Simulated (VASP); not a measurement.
**VASP inputs for BaTe (distorted rocksalt)**

INCAR

```
LREAL = .FALSE.
ISIF = 2
ENCUT = 520
IBRION = -1
SIGMA = 0.02
EDIFF = 1E-7
GGA = CA
ISMEAR = -1
LCHARG = .TRUE.
NBANDS = 15
LELF = .TRUE.
LASPH = .TRUE.
LWAVE = .FALSE.
NSW = 0
PREC = Accurate
NELM = 120
```

KPOINTS

```
KPOINTS created by Atomic Simulation Environment
0
Gamma
6 6 6
0 0 0
```

POSCAR

```
Ba Te
 1.0000000000000000
     0.1749000000000000    3.5642000000000000    3.5695000000000001
     3.7673000000000001    0.0324000000000000    3.7120000000000002
     3.7391999999999999    3.6787000000000001    0.0605000000000000
 Ba  Te
   1   1
Cartesian
  3.7478295800000003  0.0791261300000000  3.6885338000000005
  3.8008731499999997  3.6119745300000003  3.6409761999999999
```

VASP ran with the recommended LDA PAW datasets (16 valence electrons in the cell).

Problem. What does this run give?

Solution. gap between bands v and c on the k mesh 1.46 eV; least direct gap on the k mesh 1.85 eV; pressure -3.8 GPa; largest force 0.09 eV/Å.
